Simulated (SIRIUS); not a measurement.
## Zn in SIRIUS: convergence with k mesh

Zn:

```
Zn
1.0
    -1.56904    1.56904    1.56904
     1.56904   -1.56904    1.56904
     1.56904    1.56904   -1.56904
Zn
1
Direct
  0.00000 0.00000 0.00000
```

This isn't the form of Zn at room conditions, which is hcp.

| Property | Result |
| --- | --- |
| Program | SIRIUS 7.12.0 |
| Task | convergence study |
| Functional | PBE |
| Potentials or basis | all-electron FP-LAPW |
| Cutoff | 167 eV |
| Basis | apw+lo standard |
| k mesh | 2 × 2 × 2 |
| Occupations | fermi-dirac, width 0.05 eV |
| Spin | no spin polarisation |

These are the settings of the first run; the series varies k mesh, with any setting tied to it.

Hardware: 1 thread of Arm Neoverse V1 (shared host).

| k mesh | energy less the tightest run, at zero smearing (meV/atom) | SCF cycles | CPU time (s) | peak memory (GiB) |
| --- | --- | --- | --- | --- |
| 2 × 2 × 2 | 1496.51 | 8 | 15 | 0.24 |
| 4 × 4 × 4 | 32.01 | 8 | 15 | 0.24 |
| 5 × 5 × 5 | 60.95 | 8 | 16 | 0.24 |
| 7 × 7 × 7 | -37.01 | 7 | 15 | 0.25 |
| 10 × 10 × 10 | -8.39 | 7 | 18 | 0.27 |
| 12 × 12 × 12 | 6.34 | 7 | 19 | 0.3 |
| 15 × 15 × 15 | 0.00 | 7 | 23 | 0.34 |

Not settled before the last step: the energy (to 1 meV/atom). Meshes of other sizes hit other points, so gaps and Fermi surfaces needn't settle smoothly. The tightest run that finished is the yardstick and may itself not be fully converged.
